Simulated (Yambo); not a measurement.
# InP (F-43m) in Yambo: notebook, part 3 of 3

Yambo 5.3.0. Earlier steps stand in the parts before.

## Step 6: Optical spectrum, PBE

Input file optics1.in:

```
optics
chi
Chimod= "HARTREE"
% BndsRnXd
 1 | 34 |
%
NGsBlkXd= 3 Ry
% LongDrXd
 0 | 1 | 0 |
%
% QpntsRXd
 1 | 1 |
%
% EnRngeXd
 0 | 30 | eV
%
% DmRngeXd
 0.1 | 0.1 | eV
%
ETStpsXd= 150
```

Input file scf.in:

```
&CONTROL
  calculation = 'scf'
  prefix = 'pwscf'
  outdir = './tmp'
  pseudo_dir = './pseudo'
/
&SYSTEM
  ibrav = 0
  nat = 2
  ntyp = 2
  ecutwfc = 70
  nbnd = 15
  occupations = 'smearing'
  smearing = 'fd'
  degauss = 0.00367493
  force_symmorphic = .true.
/
&ELECTRONS
  conv_thr = 4d-10
  electron_maxstep = 120
  mixing_beta = 0.5
/
ATOMIC_SPECIES
In   114.8180 In.upf
P     30.9738 P.upf
CELL_PARAMETERS angstrom
   0.0000000000    2.9305000000    2.9305000000
   2.9305000000    0.0000000000    2.9305000000
   2.9305000000    2.9305000000    0.0000000000
ATOMIC_POSITIONS crystal
In     0.0000000000    0.0000000000    0.0000000000
P      0.7500000000    0.7500000000    0.7500000000
K_POINTS automatic
18 18 18 0 0 0
```

Input file nscf.in:

```
&CONTROL
  calculation = 'nscf'
  prefix = 'pwscf'
  outdir = './tmp'
  pseudo_dir = './pseudo'
/
&SYSTEM
  ibrav = 0
  nat = 2
  ntyp = 2
  ecutwfc = 70
  nbnd = 34
  occupations = 'fixed'
  force_symmorphic = .true.
/
&ELECTRONS
  conv_thr = 1d-08
  diago_full_acc = .true.
  diago_thr_init = 1d-06
/
ATOMIC_SPECIES
In   114.8180 In.upf
P     30.9738 P.upf
CELL_PARAMETERS angstrom
   0.0000000000    2.9305000000    2.9305000000
   2.9305000000    0.0000000000    2.9305000000
   2.9305000000    2.9305000000    0.0000000000
ATOMIC_POSITIONS crystal
In     0.0000000000    0.0000000000    0.0000000000
P      0.7500000000    0.7500000000    0.7500000000
K_POINTS automatic
18 18 18 0 0 0
```

Potentials or basis: PseudoDojo 0.4.1 SR PBE standard.

Run with:

```
$ OMP_NUM_THREADS=1 pw.x -in scf.in > scf.out
$ OMP_NUM_THREADS=1 pw.x -in nscf.in > nscf.out
$ cd tmp/pwscf.save; p2y; mv SAVE ../..; cd ../..
$ OMP_NUM_THREADS=1 yambo
$ OMP_NUM_THREADS=1 yambo -F optics1.in -J optics1 -C optics1_out
```

Yambo's report:

```text
[... sections 02.01 to 02.04 as in the set-up run ...]

  [02.05] Energies & Occupations
  ==============================

  [X] === General ===
  [X] Electronic Temperature                        :  0.000000  0.000000 [eV K]
  [X] Bosonic    Temperature                        :  0.000000  0.000000 [eV K]
  [X] Finite Temperature mode                       : no
  [X] El. density                                   :  0.35762E+24 [cm-3]
  [X] Fermi Level                                   :  7.140166 [eV]

  [X] === Gaps and Widths ===
  [X] Conduction Band Min                           :  0.711931 [eV]
  [X] Valence Band Max                              :  0.000000 [eV]
  [X] Filled Bands                                  :   9
  [X] Empty Bands                                   :   10   34
  [X] Direct Gap                                    :  0.711931 [eV]
  [X] Direct Gap localized at k                     :  1
  [X] Indirect Gap                                  :  0.711931 [eV]
  [X] Indirect Gap between kpts                     :  1  1
  [X] Last valence band width                       :  2.892696 [eV]
  [X] 1st conduction band width                     :  3.413877 [eV]

 [03] Transferred momenta grid and indexing
 ==========================================

 IBZ Q-points                                      :  195
 BZ  Q-points                                      :   5832

 K/Q-points units:
 rlu = crystal or reduced units; cc = cartesian coordinates; iku = interal k-units

 Q [  1]        [rlu]:  0.000000  0.000000  0.000000
 Q [  2]        [rlu]: -0.12990E-17 -0.12990E-17  0.55556E-01
 Q [  3]        [rlu]: -0.95173E-18 -0.95173E-18  0.11111
 Q [  4]        [rlu]: -0.14276E-17 -0.14276E-17  0.16667
 Q [  5]        [rlu]: -0.51960E-17 -0.51960E-17  0.22222
 Q [  6]        [rlu]:  0.54778E-16  0.27023E-16  0.27778
 Q [  7]        [rlu]: -0.28552E-17 -0.28552E-17  0.33333
 Q [  8]        [rlu]:  0.81927E-17  0.81927E-17  0.38889
 Q [  9]        [rlu]: -0.10392E-16 -0.10392E-16  0.44444
 Q [ 10]        [rlu]: -0.10839E-15 -0.52875E-16 -0.50000
 Q [ 11]        [rlu]:  0.19416E-19  0.55556E-01  0.55556E-01
 Q [ 12]        [rlu]:  0.34726E-18  0.55556E-01  0.11111
 Q [ 13]        [rlu]: -0.95173E-18  0.55556E-01  0.16667
 Q [ 14]        [rlu]:  0.12450E-16  0.55556E-01  0.22222
 Q [ 15]        [rlu]: -0.51960E-17  0.55556E-01  0.27778
 Q [ 16]        [rlu]: -0.40256E-17  0.55556E-01  0.33333
 Q [ 17]        [rlu]:  0.59241E-16  0.55556E-01  0.38889
 Q [ 18]        [rlu]: -0.49773E-17  0.55556E-01  0.44444
 Q [ 19]        [rlu]: -0.59318E-16  0.55556E-01  0.50000
 Q [ 20]        [rlu]: -0.10534E-16  0.55556E-01 -0.44444
 Q [ 21]        [rlu]:  0.10392E-16  0.55556E-01 -0.38889
 Q [ 22]        [rlu]: -0.32656E-16  0.55556E-01 -0.33333
 Q [ 23]        [rlu]: -0.37298E-17  0.55556E-01 -0.27778
 Q [ 24]        [rlu]: -0.20437E-16  0.55556E-01 -0.22222
 Q [ 25]        [rlu]:  0.51960E-17  0.55556E-01 -0.16667
 Q [ 26]        [rlu]:  0.17659E-16  0.55556E-01 -0.11111
 Q [ 27]        [rlu]: -0.23408E-17  0.55556E-01 -0.55556E-01
 Q [ 28]        [rlu]:  0.38833E-19  0.11111      0.11111
 Q [ 29]        [rlu]:  0.13402E-16  0.11111      0.16667
 Q [ 30]        [rlu]:  0.69453E-18  0.11111      0.22222
 Q [ 31]        [rlu]:  0.10804E-16  0.11111      0.27778
 Q [ 32]        [rlu]: -0.51960E-17  0.11111      0.33333
 Q [ 33]        [rlu]:  0.30315E-16  0.11111      0.38889
 Q [ 34]        [rlu]:  0.24900E-16  0.11111      0.44444
 Q [ 35]        [rlu]: -0.49773E-17  0.11111      0.50000
 Q [ 36]        [rlu]: -0.54045E-16  0.11111     -0.44444
 Q [ 37]        [rlu]:  0.92215E-17  0.11111     -0.38889
 Q [ 38]        [rlu]: -0.27781E-17  0.11111     -0.33333
 Q [ 39]        [rlu]: -0.81927E-17  0.11111     -0.27778
 Q [ 40]        [rlu]:  0.28552E-17  0.11111     -0.22222
 Q [ 41]        [rlu]:  0.31781E-16  0.11111     -0.16667
 Q [ 42]        [rlu]:  0.59037E-17  0.11111     -0.11111
 Q [ 43]        [rlu]:  0.58249E-19  0.16667      0.16667
 Q [ 44]        [rlu]:  0.11704E-17  0.16667      0.22222
 Q [ 45]        [rlu]:  0.23408E-17  0.16667      0.27778
 Q [ 46]        [rlu]:  0.10804E-16  0.16667      0.33333
 Q [ 47]        [rlu]:  0.22560E-16  0.16667      0.38889
 Q [ 48]        [rlu]: -0.40256E-17  0.16667      0.44444
 Q [ 49]        [rlu]:  0.83704E-16  0.16667      0.50000
 Q [ 50]        [rlu]:  0.29574E-18  0.16667     -0.44444

 Remaining 145 points informations can be written running with -fatlog

 [04] Dipoles
 ============

  [04.01] Setup: observables and procedures
  =========================================

  [WF-Oscillators/G space/Transverse up loader] Normalization (few states)  min/max  :  0.000000  1.000000

  [WR./optics1//ndb.dipoles]------------------------------------------------------
   Brillouin Zone Q/K grids (IBZ/BZ)                :    195   5832    195   5832
   RL vectors                                       :   4279 [WF]
   Fragmentation                                    : yes
   Electronic Temperature                           :  0.000000 [K]
   Bosonic    Temperature                           :  0.000000 [K]
   DIP band range                                   :    1   34
   DIP band range limits                            :   9  10
   DIP e/h energy range                             : -1.000000 -1.000000 [eV]
   RL vectors in the sum                            :   4279
   [r,Vnl] included                                 : yes
   Bands ordered                                    : yes
   Direct v evaluation                              : no
   Approach used                                    : G-space v
   Dipoles computed                                 : R V P [G-space]
   Wavefunctions                                    : Perdew, Burke & Ernzerhof(X)+Perdew, Burke & Ernzerhof(C)

  [WARNING] [r,Vnl^pseudo] included in position and velocity dipoles.

  [WARNING] In case H contains other non local terms, these are neglected

 [05] Optics
 ===========

 [X-CG] R(p) Tot o/o(of R):    31394  1312200      100
```

Wall time 8.5 min (1 thread of Arm Neoverse V1, shared host); peak memory 1.8 GiB.

Results:

- Band gap on the k mesh, mean-field level: 0.71 eV, direct
- Absorption peak: 4.23 eV
- Electronic dielectric constant along the field: 10.45
- Electronic dielectric constant along the field, independent particles: 11.46
- Peak of the energy-loss function: 14.3 eV

Dielectric function (along the field direction of the input):
| energy (eV) | real part | imaginary part |
| --- | --- | --- |
| 0.40 | 10.74 | 0.41 |
| 0.81 | 10.54 | 1.06 |
| 1.21 | 10.81 | 2.26 |
| 1.81 | 12.48 | 3.01 |
| 2.21 | 14.68 | 4.72 |
| 2.82 | 9.54 | 10.56 |
| 3.22 | 6.95 | 7.95 |
| 3.83 | 9.81 | 10.21 |
| 4.23 | 9.57 | 18.02 |
| 4.83 | -3.01 | 10.31 |
| 5.23 | -2.16 | 9.33 |
| 5.84 | -2.72 | 7.04 |
| 6.24 | -3.12 | 6.80 |
| 6.85 | -3.04 | 4.40 |
| 7.25 | -2.80 | 3.63 |
| 7.85 | -2.15 | 2.84 |
| 8.26 | -1.71 | 2.27 |
| 8.86 | -1.80 | 2.08 |
| 9.26 | -1.40 | 1.35 |
| 9.87 | -1.20 | 1.45 |
| 10.27 | -1.08 | 1.25 |
| 10.87 | -0.95 | 0.89 |
| 11.28 | -0.70 | 0.81 |
| 11.88 | -0.50 | 0.58 |
| 12.28 | -0.34 | 0.51 |
| 12.89 | -0.14 | 0.48 |
| 13.29 | -0.07 | 0.51 |
| 13.89 | -0.05 | 0.40 |
| 14.30 | 0.10 | 0.34 |
| 14.90 | 0.19 | 0.33 |
| 15.30 | 0.27 | 0.27 |
| 15.91 | 0.41 | 0.34 |
| 16.31 | 0.49 | 0.38 |
| 16.91 | 0.44 | 0.43 |
| 17.32 | 0.48 | 0.40 |
| 17.92 | 0.45 | 0.37 |
| 18.32 | 0.52 | 0.34 |
| 18.93 | 0.53 | 0.33 |
| 19.33 | 0.58 | 0.35 |
| 19.93 | 0.56 | 0.38 |

Energy-loss function:
```tsv
energy (eV)	loss
0.0	0.003
1.2	0.019
2.6	0.038
3.8	0.051
5.2	0.102
6.4	0.124
7.9	0.224
9.1	0.283
10.5	0.487
11.7	0.877
13.1	1.836
14.3	2.724
15.7	1.073
16.9	1.126
18.3	0.872
19.5	0.762
20.9	0.672
22.1	0.527
23.6	0.454
24.8	0.356
26.2	0.411
27.4	0.380
28.8	0.299
30.0	0.296
```

Caveat: these spectra lack excitons; spin-orbit coupling is left out, which moves the levels of the heavy elements.

## Step 7: How close it comes

Step 5. A measured gap of InP is 1.4236 eV (direct; 1.6 K; a printed reference work, data compilation); the calculated 0.71 eV misses it by -0.71 eV. Spin-orbit coupling on In is left out. The value is that of PBE on a finite k mesh, which can miss the band edges, without temperature or zero-point motion. Semilocal functionals fall short of measured gaps as a rule.

Step 6. Measured gap of InP: 1.4236 eV (direct; 1.6 K; a printed reference work, data compilation). This calculation gives 0.71 eV (-0.71 eV). Spin-orbit coupling on In is left out. The value is that of PBE on a finite k mesh, which can miss the band edges, without temperature or zero-point motion. Semilocal functionals fall short of measured gaps as a rule.
